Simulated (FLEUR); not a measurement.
# Pb (Fm-3m) in FLEUR: a series of runs, part 2 of 2

FLEUR MaX-R8.1 (patched build s14). Earlier steps stand in the parts before.

**5. Equation of state, LDA, 30.32 Å³/atom**

inp.xml reads:

```xml
<?xml version="1.0" encoding="UTF-8" standalone="no"?>
<fleurInput fleurInputVersion="0.39">
   <comment>
      Pb                                                                                                  
   </comment>
   <calculationSetup>
      <cutoffs Kmax="3.8" Gmax="11.8" GmaxXC="11.8" numbands="0"/>
      <scfLoop itmax="60" minDistance="0.00001" maxIterBroyd="15" imix="Anderson" alpha="0.05" precondParam="0.0" spinf="2.0"/>
      <coreElectrons ctail="T" frcor="F" kcrel="0" coretail_lmax="0"/>
      <xcFunctional name="vwn" relativisticCorrections="F"/>
      <magnetism jspins="1"/>
      <soc l_soc="F" theta="0.0" phi="0.0" spav="F"/>
      <expertModes spex="0" secvar="F"/>
      <geometryOptimization l_f="F" forcealpha="1.0" forcemix="BFGS" epsdisp="0.00001" epsforce="0.00001"/>
      <ldaU l_linMix="F" mixParam="0.05" spinf="1.0"/>
   </calculationSetup>
   <cell>
      <bzIntegration valenceElectrons="20.0" mode="hist" fermiSmearingEnergy="0.00183747">
         <kPointListSelection listName="default-1"/>
         <!-- k-points included here -->
         <xi:include xmlns:xi="http://www.w3.org/2001/XInclude" href="kpts.xml"> </xi:include>
      </bzIntegration>
      <!-- symmetry operations included here -->
      <xi:include xmlns:xi="http://www.w3.org/2001/XInclude" href="sym.xml"> </xi:include>
      <bulkLattice scale="1.0000000000">
         <bravaisMatrix>
            <row-1>    0.0000000000000000     4.6771099529074922     4.6771099529074922</row-1>
            <row-2>    4.6771099529074922     0.0000000000000000     4.6771099529074922</row-2>
            <row-3>    4.6771099529074922     4.6771099529074922     0.0000000000000000</row-3>
         </bravaisMatrix>
      </bulkLattice>
   </cell>
   <atomSpecies>
      <species name="Lead (Pb)" element="Pb" atomicNumber="82">
         <mtSphere radius="2.66" gridPoints="879" logIncrement="0.015"/>
         <atomicCutoffs lmax="11" lnonsphr="8"/>
         <electronConfig flipSpins="F">
            <coreConfig>(1s1/2) (2s1/2) (2p1/2) (2p3/2) (3s1/2) (3p1/2) (3p3/2) (4s1/2) (3d3/2) (3d5/2) (4p1/2) (4p3/2) (4d3/2) (4d5/2) (4f5/2) (4f7/2) (5s1/2)</coreConfig>
            <valenceConfig>(5p1/2) (5p3/2) (6s1/2) (5d3/2) (5d5/2) (6p1/2) (6p3/2)</valenceConfig>
            <stateOccupation state="(6p1/2)" spinUp="0.333333" spinDown="0.333333"/>
            <stateOccupation state="(6p3/2)" spinUp="0.666667" spinDown="0.666667"/>
         </electronConfig>
         <energyParameters s="6" p="6" d="5" f="5"/>
         <lo type="SCLO" l="1" n="5" eDeriv="0"/>
         <lo type="SCLO" l="1" n="5" eDeriv="1"/>
         <lo type="SCLO" l="0" n="6" eDeriv="2"/>
         <lo type="SCLO" l="2" n="5" eDeriv="2"/>
         <lo type="SCLO" l="3" n="5" eDeriv="2"/>
      </species>
   </atomSpecies>
   <atomGroups>
      <atomGroup species="Lead (Pb)">
         <relPos label="                   1">.0000000000 .0000000000 .0000000000</relPos>
         <force calculate="T" relaxXYZ="TTT"/>
      </atomGroup>
   </atomGroups>
   <output dos="F" band="F" slice="F">
      <checks vchk="F" cdinf="F"/>
      <bandDOS minEnergy="-.5*Htr" maxEnergy="0.5*Htr" sigma="0.015" storeEVData="T"/>
      <vacuumDOS vacdos="F" integ="F" star="F" nstars="0" locx1="0.0" locy1="0.0" locx2="0.0" locy2="0.0" nstm="0" tworkf="0.0"/>
      <unfoldingBand unfoldBand="F" supercellX="1" supercellY="1" supercellZ="1"/>
      <plotting iplot="0" polar="F">
         <plot TwoD="T" vec1="  1.0  0.0  0.0" vec2="  0.0  1.0  0.0" vec3="  0.0  0.0  1.0" zero="  0.0  0.0  0.0" file="plot"/>
      </plotting>
      <chargeDensitySlicing numkpt="0" minEigenval="0.0" maxEigenval="0.0" nnne="0" pallst="F"/>
      <specialOutput eonly="F"/>
      <magneticCircularDichroism mcd="F" energyLo="-10.0" energyUp="0.0"/>
   </output>
  <!-- We include the file relax.xml here to enable relaxations (see documentation) -->
  <xi:include xmlns:xi="http://www.w3.org/2001/XInclude" href="relax.xml"> <xi:fallback/> </xi:include>
</fleurInput>
```

On the command line:

```bash
inpgen -f crystal.txt -profile fastHighL
# inp.xml edited to the form shown
fleur
```

Run time: 6.2 s. Hardware: 1 thread of INTEL XEON PLATINUM 8581C at 2.30GHz (Emerald Rapids), shared host; peak memory 0.09 GiB.

It converged, with:

```yaml
Free_energy: -569181.9075 eV
Band_gap_on_the_k_mesh: none (metal or under the smearing width)
Valence_electrons_inside_the_program's_atomic_spheres: Pb 18.03 (radii Pb 2.66 bohr)
```

**6. Equation of state, LDA, 31.54 Å³/atom (volume scaled by 1.04)**

Changes to inp.xml since step 5:

```diff
@@ -24,3 +24,3 @@
       <xi:include xmlns:xi="http://www.w3.org/2001/XInclude" href="sym.xml"> </xi:include>
-      <bulkLattice scale="1.0000000000">
+      <bulkLattice scale="1.0131594038">
          <bravaisMatrix>
```

Potentials or basis: all-electron, FLAPW.

On the command line:

```bash
inpgen -f crystal.txt -profile fastHighL
# inp.xml edited to the form shown
fleur
```

It took 6.4 s on 1 thread of INTEL XEON PLATINUM 8581C at 2.30GHz (Emerald Rapids), shared host; peak memory 0.09 GiB.

Results (log left out):

```
Free energy                                           : -569181.8853 eV
Band gap on the k mesh                                : none (metal or under the smearing width)
Valence electrons inside the program's atomic spheres : Pb 18.01 (radii Pb 2.66 bohr)
```

**7. Equation of state, LDA, 32.14 Å³/atom (volume scaled by 1.06)**

Changes to inp.xml since step 6:

```diff
@@ -24,3 +24,3 @@
       <xi:include xmlns:xi="http://www.w3.org/2001/XInclude" href="sym.xml"> </xi:include>
-      <bulkLattice scale="1.0131594038">
+      <bulkLattice scale="1.0196128224">
          <bravaisMatrix>
```

On the command line:

```bash
inpgen -f crystal.txt -profile fastHighL
# inp.xml edited to the form shown
fleur
```

Run time: 6.8 s. Hardware: 1 thread of INTEL XEON PLATINUM 8581C at 2.30GHz (Emerald Rapids), shared host; peak memory 0.09 GiB.

It converged, with:

```
Free energy                                           : -569181.8701 eV
Band gap on the k mesh                                : none (metal or under the smearing width)
Valence electrons inside the program's atomic spheres : Pb 18.00 (radii Pb 2.66 bohr)
```

**8. Equation of state, LDA**

No new run: the results of the series are fitted here.

Results:

```yaml
Equilibrium_volume: 28.98 Å³/atom
Bulk_modulus: 53 GPa
Pressure_derivative_of_the_bulk_modulus: "4.9 (rough: it moves with the points fitted)"
```

Energy against volume, from the lowest point:
```csv
volume (Å³/atom),energy (meV/atom)
28.503,1.33
29.110,0.00
30.323,9.59
31.535,31.76
32.142,47.01
```

The run has no spin-orbit coupling, so splittings on Pb are missing.

**9. Against experiment**

Step 8. The cell as given is a measured one (30.32 Å³/atom); LDA puts the equilibrium volume -4.4 % from it, thermal expansion not counted.
